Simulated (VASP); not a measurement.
# Sc: intraband terms of a metal's spectrum

Sc, P6_3/mmc (no. 194), 2 atoms in the cell. PBE, independent-particle dielectric function; PAW potentials Sc_sv (PBE set).

## Input

INCAR.step1:
```
SYSTEM = Sc
EDIFF    = 1E-7           ! SCF threshold, eV
ENCUT    = 260            ! plane-wave cutoff, eV
ISMEAR   = 1              ! smearing method
KPAR     = 4            
LASPH    = .TRUE.         ! aspherical terms in the spheres
LCHARG   = .TRUE.         ! write CHGCAR
LMAXMIX  = 4              ! l up to which the mixer works
LWAVE    = .FALSE.        ! write WAVECAR
PREC     = Accurate       ! precision mode
SIGMA    = 0.1            ! smearing width, eV
```

INCAR.step2:
```
SYSTEM = Sc
CSHIFT   = 0.1          
EDIFF    = 1E-6           ! SCF threshold, eV
ENCUT    = 260            ! plane-wave cutoff, eV
ICHARG   = 11             ! starting density
ISMEAR   = 0              ! smearing method
KPAR     = 4            
LASPH    = .TRUE.         ! aspherical terms in the spheres
LCHARG   = .FALSE.        ! write CHGCAR
LMAXMIX  = 4              ! l up to which the mixer works
LWAVE    = .TRUE.         ! write WAVECAR
NBANDS   = 29             ! bands
NEDOS    = 3000           ! points of the DOS
OMEGAMAX = 30           
PREC     = Accurate       ! precision mode
SIGMA    = 0.3            ! smearing width, eV
```

INCAR.step3, as INCAR.step2 but for:
```
- LWAVE = .TRUE.
+ ALGO = None
+ ISTART = 1
+ LOPTICS = .TRUE.
+ LWAVE = .FALSE.
+ NELM = 1
```

INCAR.step4, as INCAR.step3 but for:
```
+ WPLASMAI = 0.03
```

INCAR.step5 to INCAR.step6 change the same tag again: WPLASMAI = 0.1, 0.3.

INCAR.step7, as INCAR.step6 but for:
```
- WPLASMAI = 0.3
+ RTIME = 1
```

INCAR.step8, as INCAR.step7 but for:
```
- RTIME = 1
+ RTIME = 20
```

INCAR.step9, as INCAR.step8 but for:
```
- RTIME = 20
+ LNABLA = .TRUE.
```

INCAR.step10, as INCAR.step9 but for:
```
- ISMEAR = 0
- LNABLA = .TRUE.
+ ISMEAR = -5
```

KPOINTS.step1:
```
k-points
0
Gamma
  9 9 5
```

KPOINTS.step2:
```
k-points
0
Gamma
  19 19 10
```

POSCAR:
```
Sc
1.0
    3.3090000000      0.0000000000      0.0000000000
   -1.6545000000      2.8656780611      0.0000000000
    0.0000000000      0.0000000000      5.2733000000
Sc
2
Direct
    0.6666666667      0.3333333333      0.7500000000
    0.3333333333      0.6666666667      0.2500000000
```

Commands (each step's output is kept before the next begins):
```
cat potpaw_PBE.64/Sc_sv/POTCAR > POTCAR
cp INCAR.step1 INCAR
cp KPOINTS.step1 KPOINTS
mpirun -np 4 vasp_std > vasp.out
cp INCAR.step2 INCAR
cp KPOINTS.step2 KPOINTS
mpirun -np 4 vasp_std > vasp.out
cp INCAR.step3 INCAR
mpirun -np 4 vasp_std > vasp.out
cp INCAR.step4 INCAR
mpirun -np 4 vasp_std > vasp.out
cp INCAR.step5 INCAR
mpirun -np 4 vasp_std > vasp.out
cp INCAR.step6 INCAR
mpirun -np 4 vasp_std > vasp.out
cp INCAR.step7 INCAR
mpirun -np 4 vasp_std > vasp.out
cp INCAR.step8 INCAR
mpirun -np 4 vasp_std > vasp.out
cp INCAR.step9 INCAR
mpirun -np 4 vasp_std > vasp.out
cp INCAR.step10 INCAR
mpirun -np 4 vasp_std > vasp.out
```

## Result

- Bands: 29

One ground state, settings moved in the last step alone:

| Settings | Plasma frequency (eV) | Im ε at 0.5 eV | Im ε at 1 eV | Im ε at 2 eV | Im ε at 4 eV | Time (s) |
|---|---|---|---|---|---|---|
| interband part alone | 3.23 | 26.1 | 24.1 | 19.9 | 6.1 | 11 |
| Drude term, WPLASMAI 0.03 | 3.23 | 28.6 | 24.4 | 20.0 | 6.1 | 11 |
| Drude term, WPLASMAI 0.1 | 3.23 | 34.2 | 25.2 | 20.1 | 6.1 | 11 |
| Drude term, WPLASMAI 0.3 | 3.23 | 44.6 | 27.0 | 20.3 | 6.2 | 11 |
| relaxation time RTIME 1 fs | 3.23 | 46.3 | 28.9 | 20.7 | 6.2 | 10 |
| relaxation time RTIME 20 fs | 3.23 | 28.9 | 24.5 | 20.0 | 6.1 | 11 |
| transversal form (LNABLA) | 3.00 | 24.0 | 22.1 | 18.3 | 5.9 | 10 |
| tetrahedron method | – | – | – | – | – | no result |

VASP 6.6.1 took 95 s on 4 cores (Intel Xeon Platinum 8259CL @ 2.50GHz (Skylake/Cascade Lake)), a shared host.
